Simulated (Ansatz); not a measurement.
# Structural energy differences of lithium

Level of theory: DFT, revPBE, plane waves (420 eV) with PAW, scalar-relativistic in Ansatz. (PAW data from PBE, frozen cores regenerated.)

Each structure is relaxed within its own symmetry, so a high-lying one may be dynamically unstable.

```csv
structure,ΔE (meV/atom),V (Å³/atom),cell,magnetic state
fcc,-2,21.12,a = 4.388 Å,spin not included
hcp,-2,21.14,"a = 3.105 Å, c = 5.065 Å (c/a = 1.631)",spin not included
dhcp,-1,21.13,"a = 3.106 Å, c = 10.122 Å (c/a = 3.259)",spin not included
9R,-1,21.10,"a = 3.105 Å, c = 22.745 Å (c/a = 7.325)",spin not included
bcc,0,21.14,a = 3.484 Å,spin not included
omega (AlB2-type),11,21.17,"a = 5.000 Å, c = 2.934 Å (c/a = 0.587)",spin not included
A15,16,21.19,a = 5.534 Å,spin not included
simple cubic,120,21.40,a = 2.776 Å,spin not included
diamond,508,27.25,a = 6.018 Å,spin not included
```

ΔE counts from bcc.

Differences under about 8 meV lie within the error of the k-point mesh.
